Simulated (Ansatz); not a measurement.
# CdS (F-43m):V_Cd, thermodynamic levels from a 24-atom cell

Aim: at which Fermi levels does V_Cd in CdS (F-43m) change its charge? The model is a cell of 24 host atoms with 1 Cd taken out.

Calculated with Ansatz 0.2.0; place-levels on r2SCAN runs: charge-transition levels and formation energies with image-charge correction and potential alignment at the atomic sites; PAW set soft_1.

## Step 1: Set-up

The cell holds 23 atoms: 11 Cd and 12 S. Its edges and angles: a = 8.314 Å, b = 8.314 Å, c = 12.471 Å, α = 60.0°, β = 60.0°, γ = 60.0°. It derives from CdS (space group F-43m). Nearest the centre at fractional (0.500, 0.500, 0.667): S6 at 2.55 Å, S10 at 2.55 Å, S16 at 2.55 Å, S4 at 2.55 Å, Cd5 at 4.16 Å, Cd13 at 4.16 Å, Cd7 at 4.16 Å, Cd17 at 4.16 Å.

Structure file:

```xyz
23
Lattice="0.0000 5.8787 5.8787 5.8787 0.0000 5.8787 8.8180 8.8180 0.0000" Properties=species:S:1:pos:R:3 pbc="T T T"
Cd    0.0000    0.0000    0.0000
S     4.4090    4.4090    4.4090
Cd    2.9393    2.9393    0.0000
S     7.3484    7.3484    4.4090
Cd    5.8787    5.8787    0.0000
S    10.2877   10.2877    4.4090
Cd    2.9393    0.0000    2.9393
S     7.3484    4.4090    7.3484
Cd    5.8787    2.9393    2.9393
S    10.2877    7.3484    7.3484
Cd    8.8180    5.8787    2.9393
S    13.2270   10.2877    7.3484
Cd    0.0000    2.9393    2.9393
S     4.4090    7.3484    7.3484
Cd    2.9393    5.8787    2.9393
S     7.3484   10.2877    7.3484
Cd    5.8787    8.8180    2.9393
S    10.2877   13.2270    7.3484
Cd    2.9393    2.9393    5.8787
S     7.3484    7.3484   10.2877
Cd    5.8787    5.8787    5.8787
S    10.2877   10.2877   10.2877
S    13.2270   13.2270   10.2877
```

Screening for the image-charge correction: ε∞ = 6.49, ε0 = 10.34, computed on the host (DFPT, PBEsol, on the r2SCAN cell), and a cell off the functional's own equilibrium shifts the ionic part.

The cell's shortest repeat is 8.3 Å.

## Step 2: Charge states

A transition level is the Fermi level at which two charge states cost the same, so each charge needs its own total energy, at its own relaxed structure.

Random displacements of about 0.05 Å break the site symmetry at the start, so that the relaxation can reach a distorted minimum if there is one. Forces are taken on a 2×2×2 shifted mesh. The cell holds 2 electrons more than the neutral one, with a uniform background that keeps it neutral on the whole.

The sampling was tested on the host first: at the k-points planned (1x1x1 shifted 0.25 0.25 0.25) its energy lies 0.066 eV an atom from the dense-mesh value, so the final energies take a denser sampling.

One of the inputs; charge, spin and start change from state to state.

qm2.relax/input.yaml

```yaml
crystal:
  lattice:
    - [0.0, 2.93934313, 2.93934313]
    - [2.93934313, 0.0, 2.93934313]
    - [2.93934313, 2.93934313, 0.0]
  atoms:
    - { symbol: Cd, position: [0.0, 0.0, 0.0] }
    - { symbol: S, position: [0.75, 0.75, 0.75] }
  supercell: [2, 2, 3]
  defects: [{ vacancy: 22 }]
total_charge: -2
basis:
  ecutwfc: 500
  xc_grid: 2
hamiltonian:
  xc: r2scan
  pseudopotentials: { kind: paw, azcp: { folder: soft_1 } }
kpoints:
  mp_grid: { grid: [2, 2, 2], shift: [0.5, 0.5, 0.5] }
scf:
  occupations: { method: fixed }
  max_iter: 100
output:
  forces: true
  charged_corrections: { epsilon: 6.49, static_epsilon: 10.34 }
relax:
  f_tol: 0.02
  max_steps: 80
  random_displacement: { amplitude: 0.05, seed: 6611 }
checkpoint:
  write: "../qm2.relax.run"
  compress: false
  write_wavefunctions: true
  write_every: 100000
```

On the command line:

```
$ ansatz run input.yaml --threads 4 --pin off --max-ram 7536MiB --backend cpu --events-out ev --progress --plain --runs-dir out
```

The run of this state that the levels use, under r2SCAN:

qm2.point/input.yaml

```yaml
crystal:
  checkpoint: "../qm2.relax.run"
  host: checkpoint
total_charge: -2
basis:
  ecutwfc: 500
  xc_grid: 2
hamiltonian:
  xc: r2scan
  pseudopotentials: { kind: paw, azcp: { folder: soft_1 } }
kpoints:
  mp_grid: { grid: [2, 2, 2], shift: [0.5, 0.5, 0.5] }
scf:
  occupations: { method: fixed }
  max_iter: 100
output:
  forces: true
  eigenvalues: true
  charged_corrections:
    epsilon: 6.49
    static_epsilon: 10.34
    defect_position: [0.5, 0.5, 0.666667]
  eigenstates: { localisation: true }
  populations: true
  band_densities: [{ bands: [v1, v1] }, { bands: [c1, c1] }]
  write_density: true
  write_potential: true
  volumetric_format: npy
  elf: true
checkpoint:
  read: "../qm2.relax.run"
  write: "../qm2.point.run"
  compress: false
  write_wavefunctions: false
  write_every: 100000
```

Relaxations under r2SCAN at a 2×2×2 shifted mesh; times on 4 threads of AMD EPYC 9B14 (Zen 4), shared host:

```
charge  moment (μB)  occupations    outcome  steps  largest displacement against the far atoms (Å)     time
    −2            0        fixed  converged      4                                            0.15     70 s
    −1            1        fixed  converged      4                                            0.12  3.5 min
     0            0        fixed  converged      4                                            0.09  1.8 min
    +1            1        fixed  converged      5                                            0.23  3.9 min
     0            2        fixed  converged      4                                            0.07    3 min
```

Single points under r2SCAN at a 2×2×2 shifted mesh; times on 4 threads of AMD EPYC 9B14 (Zen 4), shared host:

```
charge  moment (μB)  occupations    outcome  time
    −2            0        fixed  converged  14 s
    −1            1        fixed  converged  26 s
     0            0        fixed  converged  16 s
    +1            1        fixed  converged  29 s
     0            2        fixed  converged  29 s
```

Distances (Å) from the ideal centre to the nearest atoms after relaxation with r2SCAN:

```
charge  moment (μB)      1.      2.      3.      4.       5.       6.
    −2            0  S 2.40  S 2.42  S 2.43  S 2.46  Cd 4.05  Cd 4.07
    −1            1  S 2.43  S 2.50  S 2.52  S 2.52  Cd 4.07  Cd 4.07
     0            0  S 2.50  S 2.50  S 2.51  S 2.55  Cd 4.09  Cd 4.09
     0            2  S 2.49  S 2.54  S 2.55  S 2.61  Cd 4.09  Cd 4.10
    +1            1  S 2.70  S 2.77  S 2.77  S 2.77  Cd 4.13  Cd 4.14
```

## Step 3: place-levels, r2SCAN

A charged cell interacts with its images and the background, and its potential has another zero than the host's. place-levels removes the first by a point-charge model, screened by the static dielectric constant since the ions have relaxed around the charge, and the second by comparing potentials at atoms far from the defect.

The host is a run of the defect-free crystal in the same cutoffs, grids and k-points, so that basis and sampling errors cancel in part in the differences. The host is run in a cell of 2 atoms on a matching mesh. Its band edges are searched through the zone by a band path, so the gap is smaller than, or equal to, that on the mesh. Chemical potentials are energies per atom of Cd (hcp), run with the same functional and cutoff.

levels.point.yaml

```yaml
host:
  run: host.point.run
states: [qm2.point.run, qm1_M1.point.run, q0.point.run, qp1_M1.point.run, q0_M2.point.run]
geometry_from:
  qm2.point.run: qm2.relax.run
  qm1_M1.point.run: qm1_M1.relax.run
  q0.point.run: q0.relax.run
  qp1_M1.point.run: qp1_M1.relax.run
  q0_M2.point.run: q0_M2.relax.run
  host.point.run: host.relax.run
chemical_potentials:
  Cd:
    energy: -8268.253598
    dataset: "<sha256 of the dataset>"
epsilon: 6.49
static_epsilon: 10.34
vertical:
  - { from: qm1_M1.point.run, to: qm1_M1.point_neutral.run }
```

On the command line:

```
$ ansatz place-levels levels.point.yaml -- --threads 4 --pin off --max-ram 7536MiB
```

Numbers of over 12 decimals in the logs are rounded to 6 here.

What it wrote:

```text
[... repeated set-up lines and file paths are left out, and long positions are rounded to six places ...]
(+1/0) 0.221 eV beneath the valence edge (-0.355 eV without the band-filling correction), in the valence band
(0/-1) 0.241 eV above the valence edge, 1.299 eV under the conduction edge
(-1/-2) 0.647 eV above the valence edge, 0.892 eV under the conduction edge
formation energy of charge +1: +4.771 eV with the Fermi level at the valence edge
formation energy of charge 0: +4.550 eV with the Fermi level at the valence edge
formation energy of charge -1: +4.791 eV with the Fermi level at the valence edge
formation energy of charge -2: +5.437 eV with the Fermi level at the valence edge
vertical -1 to 0: no energy, since no alignment is typed
  the change from vertical[0].from (qm1_M1.point.run) to vertical[0].to (qm1_M1.point_neutral.run): by its potential at epsilon 6.49 it stands at 0.376 0.378 0.765, with an rms radius of about 4.4 Å (1.7 1.7 3.8 Å across the planes of the cell's vectors); [...]
  edges by r2scan, gap 1.539 eV; the host is sampled to repeats of 16.63 Å
  the defect's cells are sampled to repeats of 16.63 Å, like sampling
  charge +1: -101841.2484 eV with its correction of -0.576 eV, at epsilon 10.34, aligned at sites: -0.8050 eV, mean over 19 atomic sites at or beyond 4.16 Å from the defect at [0.5000, 0.5000, 0.6667], with +0.000000 for the charge's moments and without [...]
  charge 0: +0.000 eV for its dipole among its images, +0.001 omitted
  charge -1: -101828.7301 eV with its correction of +0.953 eV, at epsilon 10.34, aligned at sites: -0.7238 eV, mean over 19 atomic sites at or beyond 4.16 Å from the defect at [0.5000, 0.5000, 0.6667], with -0.023426 for the charge's moments and without [...]
  charge -2: -101821.7669 eV with its correction of +2.193 eV, at epsilon 10.34, aligned at sites: -0.6386 eV, mean over 19 atomic sites at or beyond 4.16 Å from the defect at [0.5000, 0.5000, 0.6667], with +0.000000 for the charge's moments and without [...]
  charge 0: states[2] (q0.point.run) stands 0.190 eV higher, with a moment of 0.00 μB against 2.00
  of states[3] (qp1_M1.point.run): how wide its charge is, is not read beside other atoms or cores, and a band state would take no correction. [...]
  of states[4] (q0_M2.point.run): 3 of its atoms bear a moment where their sites in the host bear none, a quarter or more of an element's: the host was run without spin, so run it with spin; stability_check_not_made
  of states[1] (qm1_M1.point.run): it parts from the run at its places by a charge that spreads by about 3.8 Å along one vector (1.8 Å or more is wide), by its potential at epsilon 6.49, taken for that of held ions (one typed too small widens it), where the [...]
  of states[0] (qm2.point.run): how wide its charge is, is not read beside other atoms or cores, and a band state would take no correction. [...]
  of states[2] (q0.point.run): band_overlap_at_count; of the run under geometry_from: band_overlap_at_count
  of vertical[0].from (qm1_M1.point.run): band_overlap_at_count; stability_check_not_made; of the run under geometry_from: band_overlap_at_count; [...]
  of vertical[0].to (qm1_M1.point_neutral.run): band_overlap_at_count; unresolved_pair_at_count
```

It took 0.27 s on 4 threads of AMD EPYC 9B14 (Zen 4), shared host.

Levels between the charges placed, in eV above the valence top:

```
        gap (eV)  (+1/0)  (0/−1)  (−1/−2)
r2SCAN      1.54   -0.22    0.24     0.65
```

Corrections by state:

```
charge  moment (μB)  image terms and alignment (eV)  band filling (eV)  ε used  over the lowest of its charge, as the program ranks them, band filling apart (eV)
    +1          1.0                          -0.576             -0.135   10.34                                                                              0.000
     0          2.0                           0.000                  -       -                                                                              0.000
    −1          1.0                           0.953                  -   10.34                                                                              0.000
    −2          0.0                           2.193                  -   10.34                                                                              0.000
     0          0.0                           0.000                  -       -                                                                              0.190
```

The charged structures listed were also run neutral, and place-levels reads from each pair, by the potential or the spins, how wide the charge is by which they differ; that can be the carrier of either run.

```
charge  rms radius (Å)  spread where it is widest against the cell (Å)  wide from (Å)  reading
    −1             4.4                                            3.76           1.76     wide
```

The neutral runs of these pairs need not share the spin of the lowest neutral state, and very wide values only mean spread over the cell.

From the program's caveats on the states, each cut to its opening words:

- charge +1 (1 μB), −2: how wide its charge is, is not read beside other atoms or cores, and a band state would take no correction
- charge +1 (1 μB): a band-filling correction moves a carrier to the host's band edge, which changes its energy by -0.135 eV
- charge +1 (1 μB): its alignment with the host at atomic sites is doubtful: the mean over the far sites moves by -0.0605 eV from their farther parts to their nearer, more than [...]
- charge +1 (1 μB): 4 of its atoms bear a moment where their sites in the host bear none, a quarter or more of an element's: the host was run without spin, so run it with spin
- charge +1 (1 μB), 0 (2 μB), −1 (1 μB): flagged: stability check not made
- charge 0 (2 μB): 3 of its atoms bear a moment where their sites in the host bear none, a quarter or more of an element's: the host was run without spin, so run it with spin
- charge −1 (1 μB): it parts from the run at its places by a charge that spreads by about 3.8 Å along one vector (1.8 Å or more is wide), by its potential at epsilon 6.49, taken [...]
- charge −1 (1 μB), 0: filled levels lie above empty ones at the fixed electron count
- charge −2: its alignment with the host at atomic sites is doubtful: the mean over the far sites moves by +0.1203 eV from their farther parts to their nearer, more than [...]

The host's formation energy from the elements is -0.808 eV per atom; it sets how far the chemical potentials can move.

Limit set by the element alone; other compounds of these elements are not counted. Chemical potentials from the elements' reference states: Cd 0.00 eV, S -1.62 eV. Formation energy by charge state (Cd-rich; gap 1.54 eV):

```
charge  at valence top (eV)  at conduction bottom (eV)  correction included (eV)
    +1                 4.77                       6.31                     -0.71
     0                 4.55                       4.55                      0.00
    −1                 4.79                       3.25                      0.95
    −2                 5.44                       2.36                      2.19
```

(Fermi level (eV), lowest formation energy (eV)): (0.00, 4.55), (0.14, 4.55), (0.28, 4.51), (0.42, 4.37), (0.56, 4.23), (0.70, 4.04), (0.84, 3.76), (0.98, 3.48), (1.12, 3.20), (1.26, 2.92), (1.40, 2.64), (1.54, 2.36)

Limit set by the element alone; other compounds of these elements are not counted. Chemical potentials from the elements' reference states: S 0.00 eV, Cd -1.62 eV. Formation energies (S-rich), with the Fermi level at the valence top and at the conduction bottom (gap 1.54 eV):

```
charge  at valence top (eV)  at conduction bottom (eV)  correction included (eV)
    +1                 3.15                       4.69                     -0.71
     0                 2.93                       2.93                      0.00
    −1                 3.17                       1.64                      0.95
    −2                 3.82                       0.74                      2.19
```

| Fermi level (eV) | lowest formation energy (eV) |
| --- | --- |
| 0.00 | 2.93 |
| 0.14 | 2.93 |
| 0.28 | 2.90 |
| 0.42 | 2.76 |
| 0.56 | 2.62 |
| 0.70 | 2.42 |
| 0.84 | 2.14 |
| 0.98 | 1.86 |
| 1.12 | 1.58 |
| 1.26 | 1.30 |
| 1.40 | 1.02 |
| 1.54 | 0.74 |

## Step 4: Summary of results

* gap of the host: 1.54 eV (r2SCAN)
* level (plus 1/0): 0.22 eV below the valence top (-0.36 eV above the valence top without the band-filling term)
* level (0/minus 1): 0.24 eV above the valence top
* level (minus 1/minus 2): 0.65 eV above the valence top
* lowest of the charges placed, just above the valence top (0.02 eV): 0
* lowest of the charges placed, just below the conduction bottom (0.02 eV): −2
* lowest formation energy at mid-gap of the charges run, Cd-rich: 3.90 eV
* lowest formation energy at mid-gap of the charges run, S-rich: 2.28 eV

Of the charges placed (−2, −1, 0 and +1), the lowest changes at 0.24 eV (0/−1) and 0.65 eV (−1/−2) above the valence top, in a gap of 1.54 eV. (0/−1) and (−1/−2) lie nearer to a band edge than the share of the finite-size correction in them (0.95 and 1.24 eV), and that correction holds for a localised charge alone. Charges below −2 were not placed, so these runs say nothing of levels that involve them. States placed: +1 at 1 μB; 0 at 2 μB and 0 μB; −1 at 1 μB; −2 at 0 μB. Other spin states or structures, where not listed, weren't placed. The program finds carriers beyond a band edge of the host and adds a band-filling term at charge +1 (-0.13 eV); steps to such a charge show no bound level, and a defect level inside a band would be read the same way. Corrections reach 2.2 eV, so the cell is small for these charges and their levels are rough. The program doubts the alignment of potentials for at least one state, a sign that the cell is small. What this leaves open: the images are only 8.3 Å apart; r2SCAN makes the gap too small and tends to spread out bound carriers; spin–orbit coupling, which can matter with heavy atoms, is left out.

[Logs are printed without paths, hosts, clocks, repeated set-up lines and the standing remarks that a program may print on its own settings, such as how far it seeks lower states.]

[Hosts, paths, dates, database ids (printed as entryN), source tags and the programs' standing remarks are cut or masked in the printed files.]

[Where a table of states has a column of steps, it counts the stored structures, which are thinned; the runs took as many ionic steps or more.]

[A defect's name tells the site on which it was built; relaxed atoms can leave that site.]

[For some hosts the program warned that the k-mesh of the response run may be too coarse for force constants and the static dielectric constant; such warnings are not shown here.]
